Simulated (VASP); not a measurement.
MoS2: single point with PBE

The system is MoS2, a slab with vacuum.

```
CELL_PARAMETERS angstrom
3.18413 0.00000 0.00000
-1.59206 2.75753 0.00000
0.00000 0.00000 17.33460
ATOMIC_POSITIONS crystal
Mo 0.00290 0.98616 0.99953
S 0.33139 0.66107 0.91056
S 0.32174 0.65518 0.08953
```

The cell isn't the ideal one: atoms moved at random, drawn with an rms of 0.05 Å.

```json
{
  "Program": "VASP 6.6.1",
  "Task": "single point",
  "Functional": "PBE",
  "Potentials or basis": "VASP PAW PBE potentials, release 64 (Mo_sv, S)",
  "Cutoff": "520 eV",
  "k mesh": "10 × 10 × 2",
  "Occupations": "fermi-dirac, width 0.05 eV",
  "Spin": "no spin polarisation",
  "Further INCAR settings": "ALGO = Normal; EDIFF = 1e-07; NBANDS = 20"
}
```

```
Largest force          : 0.884 eV/Å
Band gap on the k mesh : 1.73 eV, indirect (least direct gap 1.91 eV)
```

Forces in eV/Å, atoms in the order of the input:
```
Mo  -0.789  0.304  0.259
S    0.306 -0.222 -0.361
S    0.483 -0.082  0.101
```

Levels at points of the mesh, in eV from the valence-band top:
| k point | band 11 | band 12 | band 13 | band 14 | band 15 | band 16 |
| --- | --- | --- | --- | --- | --- | --- |
| (0.00, 0.00, 0.00) | -1.71 | -1.39 | 0.00 | 2.51 | 2.90 | 2.95 |
| (0.50, 0.00, 0.00) | -1.83 | -1.09 | -0.58 | 2.22 | 2.73 | 3.73 |
| (0.00, 0.50, 0.00) | -1.86 | -1.10 | -0.58 | 2.21 | 2.73 | 3.75 |
| (0.50, 0.50, 0.00) | -1.97 | -1.02 | -0.74 | 2.16 | 2.71 | 4.00 |
| (0.00, 0.00, 0.50) | -1.71 | -1.39 | 0.00 | 2.51 | 2.90 | 2.95 |
| (0.50, 0.00, 0.50) | -1.83 | -1.09 | -0.58 | 2.22 | 2.73 | 3.73 |
| (0.00, 0.50, 0.50) | -1.86 | -1.10 | -0.58 | 2.21 | 2.73 | 3.75 |
| (0.50, 0.50, 0.50) | -1.97 | -1.02 | -0.74 | 2.16 | 2.71 | 4.00 |

Run time: 4.5 min on 1 thread of AMD EPYC 9R45 96-Core Processor (Zen 5), with other jobs on the host, peak memory 0.44 GiB.
